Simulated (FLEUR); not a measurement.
# Pt (Im-3m) in FLEUR: a series of runs, part 2 of 2

FLEUR MaX-R8.1 (later development tree). The steps go on from the part before.

**4. Equation of state, LDA, 15.27 Å³/atom (volume scaled by 0.96)**

File inp.xml:

```xml
<?xml version="1.0" encoding="UTF-8" standalone="no"?>
<fleurInput fleurInputVersion="0.39">
   <comment>
      Pt                                                                                                  
   </comment>
   <calculationSetup>
      <cutoffs Kmax="4.17" Gmax="12.9" GmaxXC="12.9" numbands="0"/>
      <scfLoop itmax="60" minDistance="0.00001" maxIterBroyd="15" imix="Anderson" alpha="0.05" precondParam="0.0" spinf="2.0" sdNocoIR="T"/>
      <coreElectrons ctail="T" frcor="F" kcrel="0" coretail_lmax="0"/>
      <xcFunctional name="vwn" relativisticCorrections="F"/>
      <magnetism jspins="1"/>
      <soc l_soc="F" theta="0.0" phi="0.0" spav="F"/>
      <expertModes spex="0" secvar="F"/>
      <geometryOptimization l_f="F" forcealpha="1.0" forcemix="BFGS" epsdisp="0.00001" epsforce="0.00001"/>
      <ldaU l_linMix="F" mixParam="0.05" spinf="1.0"/>
   </calculationSetup>
   <cell>
      <bzIntegration valenceElectrons="18.0" mode="hist" fermiSmearingEnergy="0.00183747">
         <kPointListSelection listName="default-1"/>
         <!-- k-points included here -->
         <xi:include xmlns:xi="http://www.w3.org/2001/XInclude" href="kpts.xml"> </xi:include>
      </bzIntegration>
      <!-- symmetry operations included here -->
      <xi:include xmlns:xi="http://www.w3.org/2001/XInclude" href="sym.xml"> </xi:include>
      <bulkLattice scale="0.9864848297">
         <bravaisMatrix>
            <row-1>   -2.9937419211138119     2.9937419211138119     2.9937419211138119</row-1>
            <row-2>    2.9937419211138119    -2.9937419211138119     2.9937419211138119</row-2>
            <row-3>    2.9937419211138119     2.9937419211138119    -2.9937419211138119</row-3>
         </bravaisMatrix>
      </bulkLattice>
   </cell>
   <atomSpecies>
      <species name="Platinum (Pt)" element="Pt" atomicNumber="78">
         <mtSphere radius="2.35" gridPoints="793" logIncrement="0.017"/>
         <atomicCutoffs lmax="10" lnonsphr="10"/>
         <electronConfig flipSpins="F">
            <coreConfig>(1s1/2) (2s1/2) (2p1/2) (2p3/2) (3s1/2) (3p1/2) (3p3/2) (4s1/2) (3d3/2) (3d5/2) (4p1/2) (4p3/2) (4d3/2) (4d5/2) (4f5/2) (4f7/2)</coreConfig>
            <valenceConfig>(5s1/2) (5p1/2) (5p3/2) (6s1/2) (5d3/2) (5d5/2)</valenceConfig>
            <stateOccupation state="(6s1/2)" spinUp="0.500000" spinDown="0.500000"/>
            <stateOccupation state="(5d3/2)" spinUp="1.800000" spinDown="1.800000"/>
            <stateOccupation state="(5d5/2)" spinUp="2.700000" spinDown="2.700000"/>
         </electronConfig>
         <energyParameters s="6" p="6" d="5" f="5"/>
         <lo type="SCLO" l="0" n="5" eDeriv="0"/>
         <lo type="SCLO" l="1" n="5" eDeriv="0"/>
         <lo type="SCLO" l="1" n="5" eDeriv="1"/>
         <lo type="SCLO" l="2" n="5" eDeriv="2"/>
         <lo type="SCLO" l="3" n="5" eDeriv="2"/>
      </species>
   </atomSpecies>
   <atomGroups>
      <atomGroup species="Platinum (Pt)">
         <relPos label="                   1">.0000000000 .0000000000 .0000000000</relPos>
         <force calculate="T" relaxXYZ="TTT"/>
      </atomGroup>
   </atomGroups>
   <output dos="F" band="F" slice="F">
      <checks vchk="F" cdinf="F"/>
      <bandDOS minEnergy="-.5*Htr" maxEnergy="0.5*Htr" sigma="0.015" storeEVData="T"/>
      <vacuumDOS vacdos="F" integ="F" star="F" nstars="0" locx1="0.0" locy1="0.0" locx2="0.0" locy2="0.0" nstm="0" tworkf="0.0"/>
      <unfoldingBand unfoldBand="F" supercellX="1" supercellY="1" supercellZ="1"/>
      <plotting iplot="0" polar="F">
         <plot TwoD="T" vec1="  1.0  0.0  0.0" vec2="  0.0  1.0  0.0" vec3="  0.0  0.0  1.0" zero="  0.0  0.0  0.0" file="plot"/>
      </plotting>
      <chargeDensitySlicing numkpt="0" minEigenval="0.0" maxEigenval="0.0" nnne="0" pallst="F"/>
      <specialOutput eonly="F"/>
      <moessbauerParams electricFieldGradient="T" isomerShift="T" coreHyperfine="T" valenceHyperfine="T"/>
      <magneticCircularDichroism mcd="F" energyLo="-10.0" energyUp="0.0"/>
   </output>
  <!-- We include the file relax.xml here to enable relaxations (see documentation) -->
  <xi:include xmlns:xi="http://www.w3.org/2001/XInclude" href="relax.xml"> <xi:fallback/> </xi:include>
</fleurInput>
```

Command:

```sh
> inpgen -f crystal.txt -profile fastHighL
> # inp.xml edited to the form shown
> fleur_MPI
```

Wall time 19 s (1 thread of Arm Neoverse N1, shared host); peak memory 0.08 GiB.

Results (log left out):

| Quantity | Value |
| --- | --- |
| Free energy | -501682.2400 eV |
| Band gap on the k mesh | none (metal or under the smearing width) |
| Valence electrons inside the program's atomic spheres | Pt 15.97 (radii Pt 2.35 bohr) |

**5. Equation of state, LDA, 15.90 Å³/atom**

inp.xml: that of step 4 with these lines changed.

```diff
@@ -24,3 +24,3 @@
       <xi:include xmlns:xi="http://www.w3.org/2001/XInclude" href="sym.xml"> </xi:include>
-      <bulkLattice scale="0.9864848297">
+      <bulkLattice scale="1.0000000000">
          <bravaisMatrix>
```

Command:

```sh
> inpgen -f crystal.txt -profile fastHighL
> # inp.xml edited to the form shown
> fleur_MPI
```

It took 20 s on 1 thread of Arm Neoverse N1, shared host; peak memory 0.09 GiB.

The run converged. Its results:

```
Free energy                                           : -501682.1936 eV
Band gap on the k mesh                                : none (metal or under the smearing width)
Valence electrons inside the program's atomic spheres : Pt 15.91 (radii Pt 2.35 bohr)
```

**6. Equation of state, LDA, 16.54 Å³/atom (volume scaled by 1.04)**

inp.xml: that of step 5 with these lines changed.

```diff
@@ -24,3 +24,3 @@
       <xi:include xmlns:xi="http://www.w3.org/2001/XInclude" href="sym.xml"> </xi:include>
-      <bulkLattice scale="1.0000000000">
+      <bulkLattice scale="1.0131594038">
          <bravaisMatrix>
```

Potentials or basis: all-electron, FLAPW.

Command:

```sh
> inpgen -f crystal.txt -profile fastHighL
> # inp.xml edited to the form shown
> fleur_MPI
```

Wall time 21 s (1 thread of Arm Neoverse N1, shared host); peak memory 0.09 GiB.

The run converged. Its results:

* Free energy: -501682.1145 eV
* Band gap on the k mesh: none (metal or under the smearing width)
* Valence electrons inside the program's atomic spheres: Pt 15.86 (radii Pt 2.35 bohr)

**7. Equation of state, LDA, 16.86 Å³/atom (volume scaled by 1.06)**

inp.xml: that of step 6 with these lines changed.

```diff
@@ -24,3 +24,3 @@
       <xi:include xmlns:xi="http://www.w3.org/2001/XInclude" href="sym.xml"> </xi:include>
-      <bulkLattice scale="1.0131594038">
+      <bulkLattice scale="1.0196128224">
          <bravaisMatrix>
```

Command:

```sh
> inpgen -f crystal.txt -profile fastHighL
> # inp.xml edited to the form shown
> fleur_MPI
```

Run time: 21 s. Hardware: 1 thread of Arm Neoverse N1, shared host; peak memory 0.09 GiB.

It converged, with:

| Item | Value |
| --- | --- |
| Free energy | -501682.0650 eV |
| Band gap on the k mesh | none (metal or under the smearing width) |
| Valence electrons inside the program's atomic spheres | Pt 15.84 (radii Pt 2.35 bohr) |

**8. Equation of state, LDA**

No new run: the results of the series are fitted here.

What came out:

* Equilibrium volume: 14.90 Å³/atom (rough: see the caveat)
* Bulk modulus: 294 GPa (rough)

Energy against volume, from the lowest point:
| volume (Å³/atom) | energy (meV/atom) |
| --- | --- |
| 14.950 | 0.00 |
| 15.268 | 7.67 |
| 15.904 | 54.01 |
| 16.540 | 133.11 |
| 16.858 | 182.64 |

Caveat: the minimum lies outside the volumes run. Spin-orbit coupling is left out, which matters for the levels of Pt.
